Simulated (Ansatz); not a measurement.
# Lanthanum, omega (AlB2-type) under PBE: ground state and equation of state

What does PBE give for lanthanum in the omega (AlB2-type) structure? We relax it, solve it on a dense k-mesh, then scale the cell to 7 volumes from 88 to 112 % of the relaxed one and try a fit of the equation of state. The start is ferromagnetic. The k-meshes are 6×6×9 for the relaxation; 8×8×12 for the dense run; 8×8×12 for the volumes.

Program: Ansatz 0.2.0. Level of theory: DFT PBE, plane waves (420 eV) with PAW, scalar-relativistic. These are calculated values, not measurements.

### 1 Starting point

The structure is hexagonal, space group P6/mmm (No. 191). The conventional cell has a = 5.957 Å, b = 5.957 Å, c = 3.652 Å, α = 90.00°, β = 90.00°, γ = 120.00°. Around La (site symmetry 6/mmm) lie 14 La at 3.65 to 3.89 Å. La (site symmetry -6m2) has 11 La at 3.44 to 3.89 Å as nearest neighbours.

Coordinates:

```cif
data_structure
_symmetry_space_group_name_H-M 'P6/mmm'
_symmetry_Int_Tables_number 191
_cell_length_a 5.9575
_cell_length_b 5.9575
_cell_length_c 3.6519
_cell_angle_alpha 90.000
_cell_angle_beta 90.000
_cell_angle_gamma 120.000
_cell_volume 112.25
loop_
_atom_site_label
_atom_site_type_symbol
_atom_site_symmetry_multiplicity
_atom_site_Wyckoff_symbol
_atom_site_fract_x
_atom_site_fract_y
_atom_site_fract_z
_atom_site_occupancy
La1 La 1 a 0.00000 0.00000 0.00000 1
La2 La 2 d 0.33333 0.66667 0.50000 1
```

The atoms start with moments of +1 ×3 μB.

### 2 Relaxing cell and atoms

The input, input.yaml:

```yaml
crystal:
  lattice:
    - [5.957452521, 0.0, 0.0]
    - [-2.9787262605, 5.159305225, 0.0]
    - [0.0, 0.0, 3.6519183953]
  atoms:
    - { symbol: La, position: [0.0, 0.0, 0.0], spin: 1.0 }
    - { symbol: La, position: [0.3333333333, 0.6666666667, 0.5], spin: 1.0 }
    - { symbol: La, position: [0.6666666667, 0.3333333333, 0.5], spin: 1.0 }
hamiltonian:
  xc: pbe
  pseudopotentials:
    kind: paw
    azcp:
      La: "pseudopotentials/La.paw.azcp"
basis:
  ecutwfc: 420
  fft_grid_basis: typed
kpoints:
  mp_grid: { grid: [6, 6, 9], shift: [0, 0, 0] }
magnetization:
  spin_polarized: true
scf:
  occupations: { method: fermi_dirac, width: 0.05 }
relax:
  max_steps: 60
  f_tol: 0.01
  cell: {}
```

Log, shortened:

```text
Warning: RAYON_NUM_THREADS=2 ignored (pool sized by the plan → 2); use --threads N
[...]
Pseudopotentials: kind: paw
Pseudopotential: La, paw, valence charge 11, recommended cutoff 420 eV (normal), <dir>
Functional definition: PBE
[...]
Crystal: 3 atoms, lattice volume = 112.247 Å³
Basis set: ecut = 420 eV, 2137 PW (Γ), exchange–correlation on 80×80×50 points (8 copies of the dense FFT grid, shifted against one another)
Bands: 22, of which v1, the nominal top of the filled ones, is band 17 counted from 1 (16 counted from 0)
Symmetry: 24 space group operations
Space group: P6/mmm (ITA 191), of the structure as read, at distance tolerance 4.8e-5 Å
Magnetic group: BNS 191.233 (UNI 1463), of the structure as read, at distance tolerance 4.8e-5 Å
k-points: 35 of 324
[...]
Starting moments: Σ|m| = 3 μB on 3 of 3 sites
[...]
SCF iter   1: F=—  HF=-18749.714965 eV  |F-HF|=—  |Δ(HF+E_count)|=         —  Δρ=1.98e-2 (↑1.98e-2 ↓1.02e-2)  dr2=6.44e-1  dr2_m=1.31e-1  M=1.315 μB ∫|m|=1.315 μB  β_m=0.30  ethr=1.93e-3  ⟨swp⟩=1.0  Hψ=10408  notcnv=0
[...]
spin=Collinear: Kerker preconditioning applied to the charge; magnetization (m = ρ↑ − ρ↓) channel mixes plain (no charge-response kernel on spin).
[...]
WARN: the starting moments were not kept: the SCF closed with an absolute magnetisation of 2.3e-5 μB, where they sum to 3 μB in size (3 sites). That is at most 0.1 of that sum. Measured as dr2_m measures the in/out step, that magnetisation stands 1.5e-11 eV from none, at or under the [...]
SCF converged after 4 iterations
Magnetization: 0.0000 μB (16.5000 up, 16.5000 down)
Absolute magnetization: 0.0000 μB (∫|ρ↑−ρ↓|, with the PAW one-centre terms)
Spin contamination: 0.0000 ħ² per cell (⟨S²⟩ above its minimum at these occupations)
Per-site moments (μB) at R_I (Å): [(4.1209183238975857e-7, 1.4946275104324196), (1.4125188873331425e-6, 1.4178969262759475), (1.4125188873331428e-6, 1.4178969262759475)]
Free energy (F): -18750.208242 eV
[...]
E sigma→0 (E₀):  -18750.189169 eV
Entropy (-TS):   -0.038146 eV (-12.715 meV/atom)
Fermi energy:    10.999392 eV
[...]
--- Forces (eV/Å), atoms counted from 1 ---
  atom   1  La     0.00000000    -0.00000000     0.00000000
  atom   2  La     0.00000000    -0.00000000    -0.00000000
  atom   3  La     0.00000000     0.00000000     0.00000000
[...]
--- Stress (GPa, compression-positive) ---
        0.025425       0.000000      -0.000000
        0.000000       0.025425      -0.000000
       -0.000000      -0.000000      -0.013480
  P = ⅓ Tr σ = 0.0125 GPa (0.125 kbar)
--- Relaxed structure (3 steps of the walk, 3 accepted, 1 SCFs on fresh bases) ---
  F+E_penalty+E_count = -18750.20824237 eV   max|allowed force component| = 7.710e-17 eV/Å   (the final SCF, on the basis selected at the relaxed cell)
  cell:  # Å, volume = 111.2250 Å³
    - [5.953623069589537, 0.0, 0.0]
    - [-2.9768115347947686, 5.1559888228216275, 0.0]
    - [0.0, 0.0, 3.623339419230108]
  atoms:
    - { symbol: La, position: [-7.617265264974122e-35, 5.703079857199747e-36, 0.0] }
    - { symbol: La, position: [0.3333333333333333, 0.6666666666666666, 0.5] }
    - { symbol: La, position: [0.6666666666666666, 0.3333333333333333, 0.5] }
```

Run time: 31 s. Hardware: 2 threads of an Arm CPU, shared host; peak memory 0.46 GiB.

Step by step:

| step | energy change (meV/atom) | largest force (eV/Å) | pressure (GPa) | volume (Å³/atom) |
| --- | --- | --- | --- | --- |
| 1 | 0.00 | 0.0000 | -0.21 | 37.416 |
| 2 | -0.27 | 0.0000 | -0.06 | 37.194 |
| 3 | -0.35 | 0.0000 | 0.01 | 37.075 |
| 4 | -0.34 | 0.0000 | 0.01 | 37.075 |

Steps that repeat a cell are solved on a basis chosen anew, so their changes of energy are no gain of the relaxation.

The cell of the run, before and after:

|  | before | after | change |
| --- | --- | --- | --- |
| a (Å) | 5.957 | 5.954 | -0.1 % |
| b (Å) | 5.957 | 5.954 | -0.1 % |
| c (Å) | 3.652 | 3.623 | -0.8 % |
| volume (Å³/atom) | 37.416 | 37.075 | -0.9 % |
| shortest distance (Å) | 3.440 | 3.437 | -0.1 % |
| space group (spins left aside) | P6/mmm | P6/mmm | same |

### 3 Single point on a dense mesh

The input, input.yaml:

```yaml
crystal:
  lattice:
    - [5.9536230696, 0.0, 0.0]
    - [-2.9768115348, 5.1559888228, 0.0]
    - [0.0, 0.0, 3.6233394192]
  atoms:
    - { symbol: La, position: [1.0, 0.0, 0.0], spin: 1.0 }
    - { symbol: La, position: [0.3333333333, 0.6666666667, 0.5], spin: 1.0 }
    - { symbol: La, position: [0.6666666667, 0.3333333333, 0.5], spin: 1.0 }
hamiltonian:
  xc: pbe
  pseudopotentials:
    kind: paw
    azcp:
      La: "pseudopotentials/La.paw.azcp"
basis:
  ecutwfc: 420
  fft_grid_basis: typed
kpoints:
  mp_grid: { grid: [8, 8, 12], shift: [0, 0, 0] }
magnetization:
  spin_polarized: true
scf:
  occupations: { method: fermi_dirac, width: 0.05 }
```

Log, shortened:

```text
Warning: RAYON_NUM_THREADS=2 ignored (pool sized by the plan → 2); use --threads N
[...]
[... 3 set-up lines as earlier in the session ...]
[...]
Crystal: 3 atoms, lattice volume = 111.225 Å³
Basis set: ecut = 420 eV, 2137 PW (Γ)
Bands: 22, of which v1, the nominal top of the filled ones, is band 17 counted from 1 (16 counted from 0)
[... 2 set-up lines as earlier in the session ...]
Magnetic group: BNS 191.233 (UNI 1463), of the structure as read, at distance tolerance 4.8e-5 Å
k-points: 70 of 768
[...]
Starting moments: Σ|m| = 3 μB on 3 of 3 sites
[...]
SCF iter   1: F=—  HF=-18749.925732 eV  |F-HF|=—  |Δ(HF+E_count)|=         —  Δρ=2.09e-2 (↑2.09e-2 ↓1.17e-2)  dr2=6.59e-1  dr2_m=1.66e-1  M=0.937 μB ∫|m|=0.937 μB  β_m=0.30  ethr=1.97e-3  ⟨swp⟩=1.0  Hψ=20906  notcnv=0
[...]
spin=Collinear: Kerker preconditioning applied to the charge; magnetization (m = ρ↑ − ρ↓) channel mixes plain (no charge-response kernel on spin).
[...]
SCF iter  12: F=-18750.211849 eV  HF=-18750.211849 eV  |F-HF|=7.28e-12  |Δ(HF+E_count)|=  4.51e-10  Δρ=5.47e-8 (↑4.59e-8 ↓5.47e-8)  dr2=1.91e-12  dr2_m=2.08e-12  M=-0.000 μB ∫|m|=0.000 μB  ethr=1.00e-12  ⟨swp⟩=1.0  Hψ=8966  notcnv=0
[...]
WARN: the starting moments were not kept: the SCF closed with an absolute magnetisation of 1.0e-5 μB, where they sum to 3 μB in size (3 sites). That is at most 0.1 of that sum. Measured as dr2_m measures the in/out step, that magnetisation stands 3.3e-12 eV from none, at or under the [...]
SCF converged after 12 iterations
Magnetization: -0.0000 μB (16.5000 up, 16.5000 down)
Absolute magnetization: 0.0000 μB (∫|ρ↑−ρ↓|, with the PAW one-centre terms)
Spin contamination: 0.0000 ħ² per cell (⟨S²⟩ above its minimum at these occupations)
Per-site moments (μB) at R_I (Å): [(-1.6556410396923194e-6, 1.49462751042), (-1.3545276923250279e-7, 1.4178969262742198), (-1.354527692325026e-7, 1.4178969262742198)]
Free energy (F): -18750.211849 eV
[...]
E sigma→0 (E₀):  -18750.193137 eV
Entropy (-TS):   -0.037424 eV (-12.475 meV/atom)
Fermi energy:    11.010865 eV
[...]
```

It took 19 s on 2 threads of an Arm CPU, shared host; peak memory 0.52 GiB.

### 4 The cell scaled to 88 % of its volume

input.yaml: that of step 3 with these lines changed.

```diff
@@ -2,5 +2,5 @@
   lattice:
-    - [5.9536230696, 0.0, 0.0]
-    - [-2.9768115348, 5.1559888228, 0.0]
-    - [0.0, 0.0, 3.6233394192]
+    - [5.7052615594, 0.0, 0.0]
+    - [-2.8526307797, 4.9409014457, 0.0]
+    - [0.0, 0.0, 3.4721880884]
   atoms:
@@ -24 +24,3 @@
   occupations: { method: fermi_dirac, width: 0.05 }
+output:
+  stress: true
```

Log, shortened:

```text
Warning: RAYON_NUM_THREADS=2 ignored (pool sized by the plan → 2); use --threads N
[...]
[... 3 set-up lines as earlier in the session ...]
[...]
Crystal: 3 atoms, lattice volume = 97.878 Å³
Basis set: ecut = 420 eV, 1895 PW (Γ)
Bands: 22, of which v1, the nominal top of the filled ones, is band 17 counted from 1 (16 counted from 0)
[... 1 set-up line as earlier in the session ...]
Space group: P6/mmm (ITA 191), of the structure as read, at distance tolerance 4.6e-5 Å
Magnetic group: BNS 191.233 (UNI 1463), of the structure as read, at distance tolerance 4.6e-5 Å
k-points: 70 of 768
[...]
Starting moments: Σ|m| = 3 μB on 3 of 3 sites
[...]
SCF iter   1: F=—  HF=-18749.553620 eV  |F-HF|=—  |Δ(HF+E_count)|=         —  Δρ=2.37e-2 (↑2.37e-2 ↓1.40e-2)  dr2=7.99e-1  dr2_m=1.85e-1  M=0.814 μB ∫|m|=0.814 μB  β_m=0.30  ethr=2.41e-3  ⟨swp⟩=1.0  Hψ=20760  notcnv=0
[...]
WARN: the starting moments were not kept: the SCF closed with an absolute magnetisation of 1.2e-5 μB, where they sum to 3 μB in size (3 sites). That is at most 0.1 of that sum. Measured as dr2_m measures the in/out step, that magnetisation stands 6.3e-12 eV from none, at or under the [...]
SCF converged after 11 iterations
Magnetization: -0.0000 μB (16.5000 up, 16.5000 down)
Absolute magnetization: 0.0000 μB (∫|ρ↑−ρ↓|, with the PAW one-centre terms)
Spin contamination: 0.0000 ħ² per cell (⟨S²⟩ above its minimum at these occupations)
Per-site moments (μB) at R_I (Å): [(-2.0663972903206375e-6, 1.432277586465), (2.663181357619285e-7, 1.358747897564093), (2.663181357619284e-7, 1.358747897564093)]
Free energy (F): -18750.058377 eV
[...]
E sigma→0 (E₀):  -18750.043933 eV
Entropy (-TS):   -0.028887 eV (-9.629 meV/atom)
Fermi energy:    12.740613 eV
[...]
--- Stress (GPa, compression-positive) ---
        4.236205      -0.000000       0.000000
       -0.000000       4.236205       0.000000
        0.000000       0.000000       3.625856
  P = ⅓ Tr σ = 4.0328 GPa (40.328 kbar)
```

Run time: 17 s. Hardware: 2 threads of an Arm CPU, shared host; peak memory 0.5 GiB.

### 5 The cell scaled to 92 % of its volume

input.yaml: that of step 4 with these lines changed.

```diff
@@ -2,5 +2,5 @@
   lattice:
-    - [5.7052615594, 0.0, 0.0]
-    - [-2.8526307797, 4.9409014457, 0.0]
-    - [0.0, 0.0, 3.4721880884]
+    - [5.790427273, 0.0, 0.0]
+    - [-2.8952136365, 5.0146571172, 0.0]
+    - [0.0, 0.0, 3.5240194327]
   atoms:
```

Log, shortened:

```text
Warning: RAYON_NUM_THREADS=2 ignored (pool sized by the plan → 2); use --threads N
[...]
[... 3 set-up lines as earlier in the session ...]
[...]
Crystal: 3 atoms, lattice volume = 102.327 Å³
Basis set: ecut = 420 eV, 2003 PW (Γ)
Bands: 22, of which v1, the nominal top of the filled ones, is band 17 counted from 1 (16 counted from 0)
[... 1 set-up line as earlier in the session ...]
Space group: P6/mmm (ITA 191), of the structure as read, at distance tolerance 4.7e-5 Å
Magnetic group: BNS 191.233 (UNI 1463), of the structure as read, at distance tolerance 4.7e-5 Å
k-points: 70 of 768
[...]
Starting moments: Σ|m| = 3 μB on 3 of 3 sites
[...]
SCF iter   1: F=—  HF=-18749.731050 eV  |F-HF|=—  |Δ(HF+E_count)|=         —  Δρ=2.27e-2 (↑2.27e-2 ↓1.32e-2)  dr2=7.45e-1  dr2_m=1.79e-1  M=0.846 μB ∫|m|=0.846 μB  β_m=0.30  ethr=2.24e-3  ⟨swp⟩=1.0  Hψ=20952  notcnv=0
[...]
WARN: the starting moments were not kept: the SCF closed with an absolute magnetisation of 2.6e-5 μB, where they sum to 3 μB in size (3 sites). That is at most 0.1 of that sum. Measured as dr2_m measures the in/out step, that magnetisation stands 2.5e-11 eV from none, at or under the [...]
SCF converged after 11 iterations
Magnetization: -0.0000 μB (16.5000 up, 16.5000 down)
Absolute magnetization: 0.0000 μB (∫|ρ↑−ρ↓|, with the PAW one-centre terms)
Spin contamination: 0.0000 ħ² per cell (⟨S²⟩ above its minimum at these occupations)
Per-site moments (μB) at R_I (Å): [(-4.55866349431225e-6, 1.45365801598875), (8.764748221574434e-7, 1.3790307072278345), (8.764748221574434e-7, 1.3790307072278345)]
Free energy (F): -18750.147879 eV
[...]
E sigma→0 (E₀):  -18750.131816 eV
Entropy (-TS):   -0.032125 eV (-10.708 meV/atom)
Fermi energy:    12.116716 eV
[...]
--- Stress (GPa, compression-positive) ---
        2.591166       0.000000       0.000000
        0.000000       2.591166       0.000000
        0.000000       0.000000       2.188750
  P = ⅓ Tr σ = 2.4570 GPa (24.570 kbar)
```

It took 15 s on 2 threads of an Arm CPU, shared host; peak memory 0.51 GiB.

(Part 1 of 2 ends here.)
